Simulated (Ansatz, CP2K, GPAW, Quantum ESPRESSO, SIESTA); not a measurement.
**AlRu: 6 runs at one level of theory**

```xyz
2
Lattice="2.9916 0.0000 0.0000 0.0000 2.9916 0.0000 0.0000 0.0000 2.9916" Properties=species:S:1:pos:R:3 pbc="T T T"
Ru    1.4958    1.4958    1.4958
Al    0.0000    0.0000    0.0000
```

Alike in all runs: task band structure; functional PBEsol; k mesh 9 × 9 × 9; occupations fermi-dirac, width 0.05 eV; no spin polarisation; no spin-orbit coupling. Pressure is positive in compression and, in plane waves, holds the error of the finite cutoff, which Ansatz's Pulay term estimates and takes out.

```json
{"program and potentials": "Quantum ESPRESSO, GBRV 1.5 PBEsol", "plane-wave cutoff (eV)": "612", "notes": "9.5 valence electrons an atom on average", "pressure (GPa)": "-3.45"}
{"program and potentials": "SIESTA, files PseudoDojo sr-pbesol-0.4.1-standard, DZP (energy shift 0.003 Ry; two zetas on semicore shells)", "plane-wave cutoff (eV)": "-", "notes": "atomic basis; 9.5 valence electrons an atom on average", "pressure (GPa)": "-1.74"}
{"program and potentials": "GPAW, PAW data sets generated for this functional", "plane-wave cutoff (eV)": "600", "notes": "9.5 valence electrons an atom on average", "pressure (GPa)": "-2.57"}
{"program and potentials": "Ansatz, PAW datasets made for the crystal", "plane-wave cutoff (eV)": "280", "notes": "5.5 valence electrons an atom on average", "pressure (GPa)": "-3.37"}
{"program and potentials": "Ansatz, all-electron LAPW, scalar-relativistic", "plane-wave cutoff (eV)": "-", "notes": "-", "pressure (GPa)": "-3.37"}
{"program and potentials": "CP2K, POTENTIAL_UZH Ru GTH-PBE-q16, Al GTH-PBE-q3; TZVP-MOLOPT-PBE-GTH basis", "plane-wave cutoff (eV)": "-", "notes": "atomic basis; potentials made for PBE; 9.5 valence electrons an atom on average", "pressure (GPa)": "-0.40"}
```

The pressure spans -3.45 (Quantum ESPRESSO, GBRV 1.5 PBEsol) to -0.40 GPa (CP2K, POTENTIAL_UZH Ru GTH-PBE-q16, Al GTH-PBE-q3; TZVP-MOLOPT-PBE-GTH basis), with all-electron results at -3.37. The pressure on the cell as given of CP2K, POTENTIAL_UZH Ru GTH-PBE-q16, Al GTH-PBE-q3; TZVP-MOLOPT-PBE-GTH basis lies far from the others; the cause wasn't traced. Rows in atomic bases carry the error of their basis and grid, which can be large.

The functional is the same throughout but for its coding, so the spread measures potentials, basis and numerics; runs on potential files found faulty are left out.
